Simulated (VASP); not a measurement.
ZnSe in VASP 6.6.1, single-point calculation

INCAR

```
LREAL = .FALSE.
GGA = PE
NBANDS = 16
LCHARG = .FALSE.
NSW = 0
LWAVE = .FALSE.
ISMEAR = -1
LASPH = .TRUE.
IBRION = -1
NELM = 59
SIGMA = 0.02
BMIX = 2
ISIF = 2
ENCUT = 520
EDIFF = 1E-7
PREC = Accurate
```

KPOINTS

```
KPOINTS created by Atomic Simulation Environment
0
Gamma
8 8 8
0 0 0
```

POSCAR

```
Zn Se
 1.0000000000000000
     0.0000000000000000    2.8324206844000002    2.9173933049000000
     2.8324206844000002    0.0000000000000000    2.9173933049000000
     2.8324206844000002    2.8324206844000002    0.0000000000000000
 Zn  Se
   1   1
Cartesian
  0.0000000000000000  0.0000000000000000  0.0000000000000000
  1.4162103421999999  1.4162103421999999  1.4586966524499998
```

The recommended PBE PAW datasets give the neutral cell 18 valence electrons.

Command

```
mpirun -np 1 vasp_std
```

OSZICAR

```
N       E                     dE             d eps       ncg     rms          rms(c)
DAV:   1     0.866133423887E+02    0.86613E+02   -0.86915E+03  1888   0.126E+03
DAV:   2    -0.883124791954E+00   -0.87496E+02   -0.82200E+02  2136   0.251E+02
DAV:   3    -0.627664723005E+01   -0.53935E+01   -0.53765E+01  2336   0.604E+01
DAV:   4    -0.631848958114E+01   -0.41842E-01   -0.41839E-01  2360   0.574E+00
DAV:   5    -0.631869392387E+01   -0.20434E-03   -0.20434E-03  2376   0.358E-01    0.451E+00
DAV:   6    -0.609706986169E+01    0.22162E+00   -0.28530E-01  2568   0.172E+01    0.334E+00
DAV:   7    -0.602611720387E+01    0.70953E-01   -0.17771E-01  2840   0.409E+00    0.880E-01
DAV:   8    -0.602680335408E+01   -0.68615E-03   -0.33018E-02  2192   0.140E+00    0.338E-01
DAV:   9    -0.602835609720E+01   -0.15527E-02   -0.25293E-03  2248   0.752E-01    0.173E-01
DAV:  10    -0.602841655899E+01   -0.60462E-04   -0.41235E-04  2344   0.370E-01    0.115E-01
DAV:  11    -0.602870228869E+01   -0.28573E-03   -0.44760E-04  2216   0.172E-01    0.529E-02
DAV:  12    -0.602870851752E+01   -0.62288E-05   -0.10466E-05  2384   0.375E-02    0.222E-02
DAV:  13    -0.602872496752E+01   -0.16450E-04   -0.24664E-05  2256   0.331E-02    0.705E-03
DAV:  14    -0.602872500015E+01   -0.32625E-07   -0.11501E-06  2432   0.156E-02    0.276E-03
DAV:  15    -0.602872532256E+01   -0.32242E-06   -0.18241E-07  2360   0.337E-03    0.766E-04
DAV:  16    -0.602872534497E+01   -0.22409E-07   -0.30298E-08  1576   0.417E-03
   1 F= -.60287253E+01 E0= -.60287253E+01  d E =-.799237E-11
```

From OUTCAR

```
k-points           NKPTS =     59   k-points in BZ     NKDIM =     59   number of bands    NBANDS=     16

   NELECT =      18.0000    total number of electrons

   dimension x,y,z NGX =    30 NGY =   30 NGZ =   30
   dimension x,y,z NGXF=    60 NGYF=   60 NGZF=   60

  energy-cutoff  :      520.00
  volume of cell :       46.81
      direct lattice vectors                 reciprocal lattice vectors
     0.000000000  2.832420684  2.917393305    -0.176527450  0.176527450  0.171385874
     2.832420684  0.000000000  2.917393305     0.176527450 -0.176527450  0.171385874
     2.832420684  2.832420684  0.000000000     0.176527450  0.176527450 -0.171385874

 k-points in reciprocal lattice and weights: KPOINTS created by Atomic Simulation Env
   0.00000000  0.00000000  0.00000000       0.002
   0.12500000  0.00000000  0.00000000       0.016
   0.25000000  0.00000000  0.00000000       0.016
   0.37500000  0.00000000  0.00000000       0.016
   0.50000000  0.00000000  0.00000000       0.008
   0.12500000  0.12500000  0.00000000       0.004
   0.25000000  0.12500000  0.00000000       0.016
   0.37500000  0.12500000  0.00000000       0.016
   ...

 E-fermi :   1.8094

 k-point     1 :       0.0000    0.0000    0.0000
  band No.  band energies     occupation
      1     -11.7050      2.00000
      2      -5.0797      2.00000
      3      -5.0664      2.00000
      4      -5.0664      2.00000
      5      -4.7291      2.00000
      6      -4.7252      2.00000
      7       1.3006      2.00000
      8       1.4127      2.00000
      9       1.4127      2.00000
     10       2.5500      0.00000
     11       7.1854      0.00000
     12       7.1854      0.00000
     13       7.1990      0.00000
     14      11.1935      0.00000
     15      12.4971      0.00000
     16      13.0409      0.00000

 k-point     2 :       0.1250    0.0000    0.0000
  band No.  band energies     occupation
      1     -11.6097      2.00000
      2      -5.0678      2.00000
      3      -5.0555      2.00000
      4      -5.0513      2.00000
      5      -4.7296      2.00000
      6      -4.7271      2.00000
      7       0.0731      2.00000
      8       1.1867      2.00000
      9       1.2772      2.00000
     10       3.5453      0.00000
     11       7.0961      0.00000
     12       7.4374      0.00000
     13       7.4440      0.00000
     14      11.7778      0.00000
     15      12.0914      0.00000
     16      12.2093      0.00000

 k-point     3 :       0.2500    0.0000    0.0000
  band No.  band energies     occupation
      1     -11.3629      2.00000
      2      -5.0312      2.00000
      3      -5.0176      2.00000
      4      -5.0034      2.00000
      5      -4.7275      2.00000
      6      -4.7260      2.00000
      7      -1.6002      2.00000
      8       0.8592      2.00000
      9       0.9860      2.00000
     10       4.0456      0.00000
     11       7.6731      0.00000
     12       7.8510      0.00000
     13       7.9436      0.00000
     14      11.6514      0.00000
     15      11.8580      0.00000
     16      12.1238      0.00000

 ...

  Total        0.2684435      0.2684435     -0.0436770      0.0000000     -0.0000000      0.0000000
  in kB        9.1880430      9.1880430     -1.4949385      0.0000000     -0.0000000      0.0000000
  external PRESSURE =       5.6270492 kB  Pullay stress =       0.0000000 kB

 POSITION                                       TOTAL-FORCE (eV/Angst)
 -----------------------------------------------------------------------------------
      0.00000      0.00000      0.00000         0.000000      0.000000      0.000000
      1.41621      1.41621      1.45870        -0.000000     -0.000000     -0.000000
 -----------------------------------------------------------------------------------
    total drift:                               -0.000001     -0.000001     -0.000001

  FREE ENERGIE OF THE ION-ELECTRON SYSTEM (eV)
  ---------------------------------------------------
  free  energy   TOTEN  =        -6.0287253450 eV

  energy  without entropy=       -6.0287253450  energy(sigma->0) =       -6.02872534
```

It converged. Results: gap between bands v and c on the k mesh 1.14 eV; least direct gap on the k mesh 1.14 eV; pressure 0.6 GPa. Band v is the last that the valence electrons fill when counted band by band, and c is the next.

For comparison, a separate PBE run of the intended cell, on usual settings and not on those above, gives a gap of 1.14 eV on its mesh and a pressure of 0.6 GPa.

The run above took about 54 s on one core of a shared host (Intel Xeon Platinum 8488C) and held 0.2 GiB at most.
